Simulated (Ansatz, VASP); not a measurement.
## One calculation of Mg, two programs

Contents of INCAR:

```
PREC = Accurate
ENCUT = 520
EDIFF = 1E-6
ISMEAR = -1
SIGMA = 0.08
LREAL = False
LASPH = True
NELM = 100
ALGO = Normal
ISIF = 2
LWAVE = False
LCHARG = False
GGA = PE
NBANDS = 9
```

KPOINTS

```
regular mesh
0
Gamma
  12 12 7
```

The input POSCAR:

```
Mg
1.0
    3.2305256058      0.0000000000      0.0000000000
   -1.6152628028      2.7977172422      0.0000000000
    0.0000000000      0.0000000000      5.2448365023
Mg
2
Direct
    0.3333333333      0.6666666667      0.2500000000
    0.6666666667      0.3333333333      0.7500000000
```

Input for Ansatz:

```yaml
crystal:
  lattice:
    - [3.2305256058, 0.0, 0.0]
    - [-1.6152628028, 2.7977172422, 0.0]
    - [0.0, 0.0, 5.2448365023]
  atoms:
    - { symbol: Mg, position: [0.3333333333, 0.6666666667, 0.25] }
    - { symbol: Mg, position: [0.6666666667, 0.3333333333, 0.75] }
kpoints:
  mp_grid: { grid: [12, 12, 7] }
scf:
  occupations: { method: fermi_dirac, width: 0.08 }
hamiltonian:
  xc: pbe
  pseudopotentials: { kind: all_electron, lapw: { basis_error: 0.0005 } }
output:
  forces: true
  stress: true
  eigenvalues: true
```

Change from the starting cell: volume scaled by 1.02.

Alike in both runs: task single point; functional PBE; k mesh 12 × 12 × 7; occupations fermi-dirac, width 0.08 eV; no spin polarisation.

|  | VASP | Ansatz |
| --- | --- | --- |
| version | VASP 6.6.1 | Ansatz 0.2.0 |
| potentials or method | VASP PAW PBE potentials, release 64 (Mg) | all-electron LAPW, scalar-relativistic |
| plane-wave cutoff (eV) | 520 | see its input |

VASP gave:

| Property | Result |
| --- | --- |
| pressure (GPa) | -1.2 |
| largest component of the traceless stress (GPa) | 0.51 |

Q: What did Ansatz give for the same quantities?

A: Pressure (GPa): -1.1; largest component of the traceless stress (GPa): 0.50.

Ansatz ran all-electron here, so the differences hold the error of VASP's frozen core and of both bases.
